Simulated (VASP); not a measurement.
# BaTiO3 (P4mm) in VASP: a series of runs

One crystal, BaTiO3, is run at these levels: PBEsol; tasks: dielectric tensor.

All numbers are computed with VASP 6.6.1; they aren't measurements. Logs are shortened: lines on timing, memory, paths and dates and some standing lists are left out, and cuts for length are marked.

### 1 The crystal as given

Symmetry: P4mm, No. 99, tetragonal system. The conventional cell has a = 4.000 Å, b = 4.000 Å, c = 4.018 Å, α = 90.00°, β = 90.00°, γ = 90.00°. Ba (site symmetry 4mm) has 12 O at 2.79 to 2.88 Å as nearest neighbours. Ti (site symmetry 4mm) is surrounded by 6 O at 1.89 to 2.13 Å. O (site symmetry 2mm) is surrounded by 2 Ti at 2.00 Å. O (site symmetry 4mm) is surrounded by 2 Ti at 1.89 to 2.13 Å.

### 2 Dielectric tensor, PBEsol

Contents of INCAR:

```
PREC = Accurate ; ENCUT = 400
EDIFF = 1E-8 ; ISMEAR = 0
SIGMA = 0.01 ; LREAL = F
LASPH = T ; NELM = 100
ALGO = Normal ; ISIF = 2
LWAVE = F ; LCHARG = F
GGA = PS ; LEPSILON = T
```

Contents of KPOINTS:

```
Automatic mesh
0
Gamma
  4 4 4
```

Contents of POSCAR:

```
BaTiO3
1.0
    3.9998000000      0.0000000000      0.0000000000
    0.0000000000      3.9998000000      0.0000000000
    0.0000000000      0.0000000000      4.0180000000
Ba Ti O
1 1 3
Direct
    0.0000000000      0.0000000000      0.0000000000
    0.5000000000      0.5000000000      0.4900000000
    0.0000000000      0.5000000000      0.5170000000
    0.5000000000      0.0000000000      0.5170000000
    0.5000000000      0.5000000000      0.0190000000
```

Potentials or basis: VASP PAW PBE potentials, release 64 (Ba_sv, Ti_sv, O).

Started as:

```console
$ cat potpaw_PBE.64/Ba_sv/POTCAR potpaw_PBE.64/Ti_sv/POTCAR potpaw_PBE.64/O/POTCAR > POTCAR
$ mpirun -np 1 vasp_std > vasp.out
```

OUTCAR:

```text
PREC = Accurate
   ENCUT = 400
   EDIFF = 1E-8
   ISMEAR = 0
   LREAL = F
   LASPH = T
   NELM = 100
   ISIF = 2
   GGA = PS
   LEPSILON = T

 Found     18 irreducible k-points:

 Following reciprocal coordinates:
            Coordinates               Weight
  0.000000  0.000000  0.000000      1.000000
  0.250000  0.000000  0.000000      4.000000
  0.500000  0.000000  0.000000      2.000000
  0.250000  0.250000  0.000000      4.000000
  0.500000  0.250000  0.000000      4.000000
  0.500000  0.500000  0.000000      1.000000
   k-points           NKPTS =     18   k-points in BZ     NKDIM =     18   number of bands    NBANDS=     24
   number of dos      NEDOS =    301   number of ions     NIONS =      5
   total plane-waves  NPLWV =  21952
   dimension x,y,z NGX =    28 NGY =   28 NGZ =   28
   dimension x,y,z NGXF=    56 NGYF=   56 NGZF=   56
   ions per type =               1   1   3
   NGX,Y,Z   is equivalent  to a cutoff of  11.64, 11.64, 11.59 a.u.
   NGXF,Y,Z  is equivalent  to a cutoff of  23.28, 23.28, 23.17 a.u.
 SYSTEM =  unknown system
   PREC   = accura    normal or accurate (medium, high low for compatibility)
   ISTART =      0    job   : 0-new  1-cont  2-samecut
   ICHARG =      2    charge: 1-file 2-atom 10-const
   ISPIN  =      1    spin polarized calculation?
   LNONCOLLINEAR =      F non collinear calculations
   LSORBIT =      F    spin-orbit coupling
   LASPH  =      T    aspherical Exc in radial PAW
   ENCUT  =  400.0 eV  29.40 Ry    5.42 a.u.   6.52  6.52  6.55*2*pi/ulx,y,z
   NELM   =    100;   NELMIN=  2; NELMDL= -5     # of ELM steps
   EDIFF  = 0.1E-07   stopping-criterion for ELM
   LREAL  =      F    real-space projection
   EDIFFG = 0.1E-06   stopping-criterion for IOM
   NSW    =      0    number of steps for IOM
   IBRION =     -1    ionic relax: 0-MD 1-quasi-New 2-CG
   NFREE  =      0    steps in history (QN), initial steepest desc. (CG)
   ISIF   =      2    stress and relaxation
   ISYM   =      2    0-nonsym 1-usesym 2-fastsym
   POTIM  = 0.5000    time-step for ionic-motion
   TEBEG  =    0.0;   TEEND  =   0.0 temperature during run
   PSTRESS=    0.0 pullay stress
   NELECT =      40.0000    total number of electrons
   NUPDOWN=      -1.0000    fix difference up-down
   EMIN   =  10.00;   EMAX   =-10.00  energy-range for DOS
   EFERMI =   0.00;   METHOD = LEGACY
   ISMEAR =     0;   SIGMA  =   0.01  broadening in eV -4-tet -1-fermi 0-gaus
   EFERMI_NEDOS =   21; number of points for ismear=-14 and -15
   IALGO  =     38    algorithm
   IMIX   =      4    mixing-type and parameters
     AMIX     =   0.40;   BMIX     =  1.00
     AMIX_MAG =   1.60;   BMIX_MAG =  1.00
  volume/ion in A,a.u.               =      12.86        86.76
  Fermi-wavevector in a.u.,A,eV,Ry     =   1.397653  2.641181 26.578078  1.953434
  Thomas-Fermi vector in A             =   2.520888
   LORBIT       =      0    0 simple, 1 ext, 2 COOP (PROOUT), +10 PAW based schemes
   GGA     = PS    functional components
   LHFCALC =     F    Hartree Fock is set to
   AEXX    =    0.0000 exact exchange contribution
   IVDW    =     0    specifies the selected vdW correction
   LEPSILON=     T    determine dielectric tensor
   LRPA    =     F    only Hartree local field effects (RPA)
 non-spin polarized calculation
 Gauss-broadening in eV      SIGMA  =   0.01
  energy-cutoff  :      400.00
  volume of cell :       64.28
 maximum number of plane-waves:      1189
 NGX is ok and might be reduce to    28
   NGX = 13   NGY = 13   NGZ = 13

--------------------------------------- Ionic step        1  -------------------------------------------

 number of electron      40.0000030 magnetization

 E-fermi :   3.9159     XC(G=0): -11.4991

 val. band max:        3.7032485133   @ k =   0.5000   0.5000   0.5000
 cond. band min:       5.4172768520   @ k =   0.0000   0.0000   0.0000
 fundamental gap:      1.7140283388
 Fermi energy:         3.9158597786

 k-point     1 :       0.0000    0.0000    0.0000
  band No.  band energies     occupation
      1     -52.6413      2.00000
      2     -29.0019      2.00000
      3     -28.9734      2.00000
      4     -28.9734      2.00000
      5     -21.0998      2.00000
      6     -13.1417      2.00000
[... 16 lines left out ...]
     23       5.6397      0.00000
     24       7.6834      0.00000

 k-point     2 :       0.2500    0.0000    0.0000
  band No.  band energies     occupation
      1     -52.6405      2.00000
      2     -29.0013      2.00000
      3     -29.0000      2.00000
      4     -28.9724      2.00000
      5     -21.0391      2.00000
      6     -13.2262      2.00000
[... 16 lines left out ...]
     23       6.4127      0.00000
     24       7.7545      0.00000

 k-point     3 :       0.5000    0.0000    0.0000
  band No.  band energies     occupation
      1     -52.6399      2.00000
      2     -29.0272      2.00000
      3     -28.9997      2.00000
      4     -28.9713      2.00000
      5     -20.9767      2.00000
      6     -13.3904      2.00000
[... 16 lines left out ...]
     23       7.2161      0.00000
     24       7.7420      0.00000

 k-point     4 :       0.2500    0.2500    0.0000
  band No.  band energies     occupation
      1     -52.6400      2.00000
      2     -29.0005      2.00000
      3     -28.9987      2.00000
      4     -28.9986      2.00000
      5     -20.9891      2.00000
      6     -13.1302      2.00000
[... 16 lines left out ...]
     23       6.7446      0.00000
     24       8.2766      0.00000

 k-point     5 :       0.5000    0.2500    0.0000
  band No.  band energies     occupation
      1     -52.6393      2.00000
      2     -29.0255      2.00000
      3     -28.9990      2.00000
      4     -28.9973      2.00000
      5     -20.9378      2.00000
      6     -13.1338      2.00000
[... 16 lines left out ...]
     23       7.3103      0.00000
     24       8.3237      0.00000

 k-point     6 :       0.5000    0.5000    0.0000
  band No.  band energies     occupation
      1     -52.6389      2.00000
      2     -29.0237      2.00000
      3     -29.0237      2.00000
      4     -28.9977      2.00000
      5     -20.8980      2.00000
      6     -12.8267      2.00000
[... 16 lines left out ...]
     23       7.6139      0.00000
     24       8.3993      0.00000

 [... further k-points ...]

  FORCE on cell =-STRESS in cart. coord.  units (eV):
  Direction    XX          YY          ZZ          XY          YZ          ZX
  --------------------------------------------------------------------------------------
  -------------------------------------------------------------------------------------
  Total       -2.9298174     -2.9298174     -2.4934919      0.0000000      0.0000000      0.0000000
  in kB      -73.0238387    -73.0238387    -62.1487021      0.0000000      0.0000000      0.0000000
  external PRESSURE =     -69.3987932 kB  Pullay stress =       0.0000000 kB

 VOLUME and BASIS-vectors are now :
 -----------------------------------------------------------------------------
  energy-cutoff  :      400.00
  volume of cell :       64.28
      direct lattice vectors                 reciprocal lattice vectors
     3.999800000  0.000000000  0.000000000     0.250012501  0.000000000  0.000000000
     0.000000000  3.999800000  0.000000000     0.000000000  0.250012501  0.000000000
     0.000000000  0.000000000  4.018000000     0.000000000  0.000000000  0.248880040

 POSITION                                       TOTAL-FORCE (eV/Angst)
 -----------------------------------------------------------------------------------
      0.00000      0.00000      0.00000         0.000000     -0.000000      0.050617
      1.99990      1.99990      1.96882         0.000000      0.000000     -0.240931
      0.00000      1.99990      2.07731        -0.000000     -0.000000     -0.088959
      1.99990      0.00000      2.07731         0.000000     -0.000000     -0.088959
      1.99990      1.99990      0.07634         0.000000     -0.000000      0.368232
 -----------------------------------------------------------------------------------
    total drift:                                0.000000      0.000000      0.000223

  FREE ENERGIE OF THE ION-ELECTRON SYSTEM (eV)
  ---------------------------------------------------
  free  energy   TOTEN  =       -42.0149483804 eV

  energy  without entropy=      -42.0149483804  energy(sigma->0) =      -42.01494838

 HEAD OF MICROSCOPIC STATIC DIELECTRIC TENSOR (INDEPENDENT PARTICLE, excluding Hartree and local field effects)
 ------------------------------------------------------
           7.086996     0.000000     0.000000
           0.000000     7.086996     0.000000
           0.000000     0.000000     6.896252
 ------------------------------------------------------

 Free energy of the ion-electron system (eV)
  ---------------------------------------------------
  ---------------------------------------------------
  free energy    TOTEN  =        -1.09933291 eV

  energy without entropy =       -1.09933291

------------------------ aborting loop because EDIFF is reached ----------------------------------------

--------------------------------------- Ionic step        2  -------------------------------------------

------------------------ aborting loop because EDIFF is reached ----------------------------------------

--------------------------------------- Ionic step        3  -------------------------------------------

 Free energy of the ion-electron system (eV)
  ---------------------------------------------------
  ---------------------------------------------------
  free energy    TOTEN  =        -1.02553212 eV

  energy without entropy =       -1.02553212

------------------------ aborting loop because EDIFF is reached ----------------------------------------

 PIEZOELECTRIC TENSOR FIELD DIRECTION 3  (e Angst)
 -----------------------------------------------------------------------------
    -0.48457  0.00000  0.00000           (  0.06735  0.00000  0.00000)
     0.00000 -0.48457 -0.00000           (  0.00000  0.06735  0.00000)
     0.00000 -0.00000 -0.28098           (  0.00000  0.00000 -0.68200)

 PIEZOELECTRIC TENSOR FIELD DIRECTION 3  (C/m^2)
 -----------------------------------------------------------------------------
    -0.12078  0.00000  0.00000
     0.00000 -0.12078 -0.00000
     0.00000 -0.00000 -0.07003

 MACROSCOPIC STATIC DIELECTRIC TENSOR (including local field effects in DFT)
 ------------------------------------------------------
           6.893443    -0.000000     0.000000
           0.000000     6.893443     0.000000
           0.000000     0.000000     6.480076
 ------------------------------------------------------

 PIEZOELECTRIC TENSOR (including local field effects)  for field in x, y, z        (e  Angst)
          XX          YY          ZZ          XY          YZ          ZX
  --------------------------------------------------------------------------------
  x     0.00000     0.00000     0.00000     0.00000     0.00000    -0.29802
  y    -0.00000    -0.00000     0.00000     0.00000    -0.29802     0.00000
  z    -0.48457    -0.48457    -0.28098     0.00000     0.00000     0.00000

 PIEZOELECTRIC TENSOR (including local field effects)  for field in x, y, z        (C/m^2)
          XX          YY          ZZ          XY          YZ          ZX
  --------------------------------------------------------------------------------
  x     0.00000     0.00000     0.00000     0.00000     0.00000    -0.07428
  y    -0.00000    -0.00000     0.00000     0.00000    -0.07428     0.00000
  z    -0.12078    -0.12078    -0.07003     0.00000     0.00000     0.00000

 BORN EFFECTIVE CHARGES (including local field effects) (in |e|, cummulative output)
 ---------------------------------------------------------------------------------
 ion    1
    1     2.75106     0.00000     0.00000
    2     0.00000     2.75106     0.00000
    3     0.00000     0.00000     2.80477
 ion    2
    1     7.47206     0.00000     0.00000
    2     0.00000     7.47206     0.00000
    3     0.00000    -0.00000     6.64225
 ion    3
    1    -5.93330     0.00000     0.00000
    2     0.00000    -2.23127    -0.00000
    3    -0.00000    -0.00000    -2.01973
 ion    4
    1    -2.23127     0.00000     0.00000
    2     0.00000    -5.93330     0.00000
    3    -0.00000    -0.00000    -2.01973
 ion    5
    1    -2.05855     0.00000     0.00000
    2     0.00000    -2.05855     0.00000
    3     0.00000    -0.00000    -5.40756
```

It took 7.3 min on 1 thread of Intel Xeon Platinum 8488C (Sapphire Rapids), shared host; peak memory 0.23 GiB.

The run converged, but some of its settings lie outside the range that counts as converged, so its numbers aren't taken as properties of the crystal.

Results:

```yaml
Band_gap_on_the_k_mesh: 1.71 eV, indirect (least direct gap 2.01 eV)
Electronic_dielectric_tensor_diagonal: 6.89, 6.89, 6.48
Born_charges_mean_of_the_diagonal: Ba +2.77; Ti +7.20; O -3.39, -3.17 e
```

Caveat: the cutoff is under 1.25 times the usual one of these potentials, so pressure, stress and relaxed cells hold a basis-set (Pulay) error; the PAW data sets were made with another functional, which shifts forces and pressure a little; spin-orbit coupling is left out, which moves the levels of the heavy elements.

(Continued in part 2 of 2.)
